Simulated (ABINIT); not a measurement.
HfO2:

```
CELL_PARAMETERS angstrom
0.00000 2.55750 2.55750
2.55750 0.00000 2.55750
2.55750 2.55750 0.00000
ATOMIC_POSITIONS crystal
Hf 0.00000 0.00000 0.00000
O 0.75000 0.75000 0.75000
O 0.25000 0.25000 0.25000
```

Measurements of this composition are mostly on another form, of space group No. 14.

Base run:

```yaml
Program: ABINIT 10.8.3 (patched build)
Functional: PBE
Potentials_or_basis: Ansatz NC PBE
Cutoff: 1088 eV
k_mesh: 7 × 7 × 7
Occupations: fermi-dirac, width 0.05 eV
Spin: no spin polarisation
```

Its results: band gap on the k mesh 3.90 eV, indirect (least direct gap 4.06 eV).

The run is repeated on the same cell with these changes: potentials or basis from Ansatz NC PBE to PseudoDojo NC SR PBE v0.4.1 standard; cutoff from 1088 eV to 952 eV; valence electrons from 38 to 24. What comes out?

Band gap on the k mesh 3.95 eV, indirect (least direct gap 4.11 eV).

Caveats: spin-orbit coupling is left out, which moves the levels of the heavy elements; an odd mesh through Γ misses points on the zone boundary, where band edges often lie.
